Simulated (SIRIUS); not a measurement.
A run of SIRIUS 7.12.0 is set up as follows.

sirius.json

```json
{
  "control": {
    "processing_unit": "cpu",
    "std_evp_solver_name": "lapack",
    "gen_evp_solver_name": "lapack",
    "verbosity": 2,
    "print_forces": true,
    "ortho_rf": true,
    "use_second_variation": true,
    "rmt_max": 3.0,
    "num_bands_to_print": 23,
    "save_wf": true
  },
  "parameters": {
    "electronic_structure_method": "full_potential_lapwlo",
    "xc_functionals": ["XC_GGA_X_PBE_SOL", "XC_GGA_C_PBE_SOL"],
    "core_relativity": "dirac",
    "valence_relativity": "iora",
    "num_fv_states": 23,
    "smearing": "fermi_dirac",
    "smearing_width": 0.0018374661,
    "pw_cutoff": 20,
    "gk_cutoff": 3.5,
    "lmax_apw": 10,
    "lmax_rho": 8,
    "lmax_pot": 8,
    "num_mag_dims": 0,
    "auto_rmt": 0,
    "ngridk": [8, 8, 8],
    "shiftk": [0, 0, 0],
    "num_dft_iter": 80,
    "energy_tol": 1e-07,
    "density_tol": 1e-05,
    "use_symmetry": true
  },
  "settings": {"tol_ne": 1e-10},
  "iterative_solver": {"type": "exact"},
  "mixer": {"type": "anderson", "beta": 0.5, "max_history": 8},
  "unit_cell": {
    "lattice_vectors": [[0.0, 5.1504485527, 5.1504485527], [5.1504485527, 0.0, 5.1504485527], [5.1504485527, 5.1504485527, 0.0]],
    "atom_types": ["Mg", "Se"],
    "atom_files": {"Mg": "Mg.json", "Se": "Se.json"},
    "atoms": {"Mg": [[0.0, 0.0, 0.0]], "Se": [[0.5, 0.5, 0.5]]}
  }
}
```

Contents of Mg.json:

```json
{
  "name": "magnesium",
  "symbol": "Mg",
  "number": 12,
  "mass": 24.305,
  "rmin": 1e-06,
  "rmt": 2.29,
  "nrmt": 800,
  "rinf": 17.32,
  "core": "1s",
  "valence": [
    {"basis": [{"enu": -0.04, "dme": 0, "n": 0, "auto": 0}, {"enu": -0.04, "dme": 1, "n": 0, "auto": 0}]},
    {"l": 0, "n": 1, "basis": [{"enu": 0.06, "dme": 0, "n": 0, "auto": 0}]},
    {"l": 1, "n": 2, "basis": [{"enu": 0.06, "dme": 0, "n": 0, "auto": 0}]},
    {"l": 2, "n": 3, "basis": [{"enu": 0.06, "dme": 0, "n": 0, "auto": 0}]},
    {"l": 3, "n": 4, "basis": [{"enu": 0.06, "dme": 0, "n": 0, "auto": 0}]}
  ],
  "lo": [
    {"l": 0, "basis": [{"enu": 0.06, "dme": 0, "n": 0, "auto": 0}, {"enu": 0.06, "dme": 1, "n": 0, "auto": 0}]},
    {
      "l": 0,
      "basis": [{"enu": -2.6761, "dme": 0, "n": 2, "auto": 1}, {"enu": -2.6761, "dme": 1, "n": 2, "auto": 1}]
    },
    {
      "l": 0,
      "basis": [{"enu": -2.6761, "dme": 1, "n": 2, "auto": 1}, {"enu": 0.06, "dme": 0, "n": 0, "auto": 0}]
    },
    {"l": 0, "basis": [{"enu": 0.06, "dme": 0, "n": 0, "auto": 0}, {"enu": 3.111, "dme": 0, "n": 0, "auto": 0}]},
    {"l": 1, "basis": [{"enu": 0.06, "dme": 0, "n": 0, "auto": 0}, {"enu": 0.06, "dme": 1, "n": 0, "auto": 0}]},
    {
      "l": 1,
      "basis": [{"enu": -1.4816, "dme": 0, "n": 2, "auto": 1}, {"enu": -1.4816, "dme": 1, "n": 2, "auto": 1}]
    },
    {
      "l": 1,
      "basis": [{"enu": -1.4816, "dme": 1, "n": 2, "auto": 1}, {"enu": 0.06, "dme": 0, "n": 0, "auto": 0}]
    },
    {"l": 1, "basis": [{"enu": 0.06, "dme": 0, "n": 0, "auto": 0}, {"enu": 3.5687, "dme": 0, "n": 0, "auto": 0}]},
    {"l": 2, "basis": [{"enu": 0.06, "dme": 0, "n": 0, "auto": 0}, {"enu": 0.06, "dme": 1, "n": 0, "auto": 0}]},
    {"l": 2, "basis": [{"enu": 0.06, "dme": 1, "n": 0, "auto": 0}, {"enu": 0.06, "dme": 2, "n": 0, "auto": 0}]},
    {"l": 2, "basis": [{"enu": 0.06, "dme": 0, "n": 0, "auto": 0}, {"enu": 3.0348, "dme": 0, "n": 0, "auto": 0}]},
    {"l": 3, "basis": [{"enu": 0.06, "dme": 0, "n": 0, "auto": 0}, {"enu": 0.06, "dme": 1, "n": 0, "auto": 0}]}
  ],
  "free_atom": [... radial grid and density of the free atom, the start of the SCF ...]
}
```

File Se.json:

```json
{
  "name": "selenium",
  "symbol": "Se",
  "number": 34,
  "mass": 78.96,
  "rmin": 1e-06,
  "rmt": 2.4,
  "nrmt": 800,
  "rinf": 13.6,
  "core": "1s2s2p3s",
  "valence": [
    {"basis": [{"enu": -0.04, "dme": 0, "n": 0, "auto": 0}, {"enu": -0.04, "dme": 1, "n": 0, "auto": 0}]},
    {"l": 0, "n": 1, "basis": [{"enu": -0.0883, "dme": 0, "n": 0, "auto": 0}]},
    {"l": 1, "n": 2, "basis": [{"enu": 0.06, "dme": 0, "n": 0, "auto": 0}]},
    {"l": 2, "n": 3, "basis": [{"enu": 0.06, "dme": 0, "n": 0, "auto": 0}]},
    {"l": 3, "n": 4, "basis": [{"enu": 0.06, "dme": 0, "n": 0, "auto": 0}]}
  ],
  "lo": [
    {
      "l": 0,
      "basis": [{"enu": -0.0883, "dme": 0, "n": 0, "auto": 0}, {"enu": -0.0883, "dme": 1, "n": 0, "auto": 0}]
    },
    {
      "l": 0,
      "basis": [{"enu": -0.0883, "dme": 1, "n": 0, "auto": 0}, {"enu": -0.0883, "dme": 2, "n": 0, "auto": 0}]
    },
    {
      "l": 0,
      "basis": [{"enu": -0.0883, "dme": 0, "n": 0, "auto": 0}, {"enu": 1.995, "dme": 0, "n": 0, "auto": 0}]
    },
    {"l": 1, "basis": [{"enu": 0.06, "dme": 0, "n": 0, "auto": 0}, {"enu": 0.06, "dme": 1, "n": 0, "auto": 0}]},
    {
      "l": 1,
      "basis": [{"enu": -5.3006, "dme": 0, "n": 3, "auto": 1}, {"enu": -5.3006, "dme": 1, "n": 3, "auto": 1}]
    },
    {
      "l": 1,
      "basis": [{"enu": -5.3006, "dme": 1, "n": 3, "auto": 1}, {"enu": 0.06, "dme": 0, "n": 0, "auto": 0}]
    },
    {"l": 1, "basis": [{"enu": 0.06, "dme": 0, "n": 0, "auto": 0}, {"enu": 3.2544, "dme": 0, "n": 0, "auto": 0}]},
    {"l": 2, "basis": [{"enu": 0.06, "dme": 0, "n": 0, "auto": 0}, {"enu": 0.06, "dme": 1, "n": 0, "auto": 0}]},
    {
      "l": 2,
      "basis": [{"enu": -1.6595, "dme": 0, "n": 3, "auto": 1}, {"enu": -1.6595, "dme": 1, "n": 3, "auto": 1}]
    },
    {
      "l": 2,
      "basis": [{"enu": -1.6595, "dme": 1, "n": 3, "auto": 1}, {"enu": 0.06, "dme": 0, "n": 0, "auto": 0}]
    },
    {"l": 2, "basis": [{"enu": 0.06, "dme": 0, "n": 0, "auto": 0}, {"enu": 3.6711, "dme": 0, "n": 0, "auto": 0}]},
    {"l": 3, "basis": [{"enu": 0.06, "dme": 0, "n": 0, "auto": 0}, {"enu": 0.06, "dme": 1, "n": 0, "auto": 0}]},
    {"l": 3, "basis": [{"enu": 0.06, "dme": 0, "n": 0, "auto": 0}, {"enu": 3.0808, "dme": 0, "n": 0, "auto": 0}]}
  ],
  "free_atom": [... radial grid and density of the free atom, the start of the SCF ...]
}
```

Contents of sirius_start.json:

```json
{
  "control": {
    "processing_unit": "cpu",
    "std_evp_solver_name": "lapack",
    "gen_evp_solver_name": "lapack",
    "verbosity": 1,
    "print_forces": false,
    "ortho_rf": true,
    "use_second_variation": true,
    "rmt_max": 3.0,
    "num_bands_to_print": 23,
    "save_wf": false
  },
  "parameters": {
    "electronic_structure_method": "full_potential_lapwlo",
    "xc_functionals": ["XC_LDA_X", "XC_LDA_C_PW"],
    "core_relativity": "dirac",
    "valence_relativity": "iora",
    "num_fv_states": 23,
    "smearing": "fermi_dirac",
    "smearing_width": 0.0055123983,
    "pw_cutoff": 20,
    "gk_cutoff": 2.8,
    "lmax_apw": 10,
    "lmax_rho": 8,
    "lmax_pot": 8,
    "num_mag_dims": 0,
    "auto_rmt": 0,
    "ngridk": [3, 3, 3],
    "shiftk": [0, 0, 0],
    "num_dft_iter": 30,
    "energy_tol": 0.01,
    "density_tol": 0.05,
    "use_symmetry": true
  },
  "settings": {"tol_ne": 1e-10},
  "iterative_solver": {"type": "exact"},
  "mixer": {"type": "anderson", "beta": 0.5, "max_history": 8},
  "unit_cell": {
    "lattice_vectors": [[0.0, 5.1504485527, 5.1504485527], [5.1504485527, 0.0, 5.1504485527], [5.1504485527, 5.1504485527, 0.0]],
    "atom_types": ["Mg", "Se"],
    "atom_files": {"Mg": "Mg.json", "Se": "Se.json"},
    "atoms": {"Mg": [[0.0, 0.0, 0.0]], "Se": [[0.5, 0.5, 0.5]]}
  }
}
```

File sirius_bands.json:

```json
{
  "control": {
    "processing_unit": "cpu",
    "std_evp_solver_name": "lapack",
    "gen_evp_solver_name": "lapack",
    "verbosity": 2,
    "print_forces": true,
    "ortho_rf": true,
    "use_second_variation": true,
    "rmt_max": 3.0,
    "num_bands_to_print": 23,
    "save_wf": true
  },
  "parameters": {
    "electronic_structure_method": "full_potential_lapwlo",
    "xc_functionals": ["XC_GGA_X_PBE_SOL", "XC_GGA_C_PBE_SOL"],
    "core_relativity": "dirac",
    "valence_relativity": "iora",
    "num_fv_states": 23,
    "smearing": "fermi_dirac",
    "smearing_width": 0.0018374661,
    "pw_cutoff": 20,
    "gk_cutoff": 3.5,
    "lmax_apw": 10,
    "lmax_rho": 8,
    "lmax_pot": 8,
    "num_mag_dims": 0,
    "auto_rmt": 0,
    "ngridk": [8, 8, 8],
    "shiftk": [0, 0, 0],
    "num_dft_iter": 80,
    "energy_tol": 1e-07,
    "density_tol": 1e-05,
    "use_symmetry": true
  },
  "settings": {"tol_ne": 1e-10},
  "iterative_solver": {"type": "exact"},
  "mixer": {"type": "anderson", "beta": 0.5, "max_history": 8},
  "unit_cell": {
    "lattice_vectors": [[0.0, 5.1504485527, 5.1504485527], [5.1504485527, 0.0, 5.1504485527], [5.1504485527, 5.1504485527, 0.0]],
    "atom_types": ["Mg", "Se"],
    "atom_files": {"Mg": "Mg.json", "Se": "Se.json"},
    "atoms": {"Mg": [[0.0, 0.0, 0.0]], "Se": [[0.5, 0.5, 0.5]]}
  },
  "kpoints_rel": {
    "G": [0.0, 0.0, 0.0],
    "K": [0.375, 0.375, 0.75],
    "L": [0.5, 0.5, 0.5],
    "U": [0.625, 0.25, 0.625],
    "W": [0.5, 0.25, 0.75],
    "X": [0.5, 0.0, 0.5]
  },
  "kpoints_path": ["G", "X", "W", "K", "G", "L", "U", "W", "L", "K"]
}
```

Potentials or basis: all-electron FP-LAPW, apw+lo standard.

The run is started by

```bash
$ OMP_NUM_THREADS=1 sirius.scf --input=sirius_start.json --output=start.json
$ OMP_NUM_THREADS=1 sirius.scf --input=sirius.json --output=output.json --task=1
$ OMP_NUM_THREADS=1 sirius.scf --input=sirius_bands.json --output=bands_out.json --task=2
```

Estimate the band gap on the k mesh.

1.78 eV, indirect (least direct gap 2.50 eV).

What does it give for the band gap along the path?

1.78 eV, indirect (least direct gap 2.50 eV).

Levels at the corners of the path, in eV from the valence-band top:
```
point  band 14  band 15  band 16  band 17  band 18  band 19
    Γ     0.00     0.00     0.00     2.50     7.35     7.35
    X    -4.30    -1.80    -1.80     1.78     3.85    11.63
    W    -3.35    -3.35    -2.57     4.53     6.93     7.48
    K    -3.81    -3.36    -1.45     3.00     6.21     8.92
    Γ     0.00     0.00     0.00     2.50     7.35     7.35
    L    -4.98    -0.59    -0.59     3.71     6.06     6.06
    U    -3.81    -3.36    -1.45     3.00     6.21     8.92
    W    -3.35    -3.35    -2.57     4.53     6.93     7.48
    L    -4.98    -0.59    -0.59     3.71     6.06     6.06
    K    -3.81    -3.36    -1.45     3.00     6.21     8.92
```

Expect the measured gap to be larger: semilocal functionals such as PBEsol lack the derivative discontinuity.
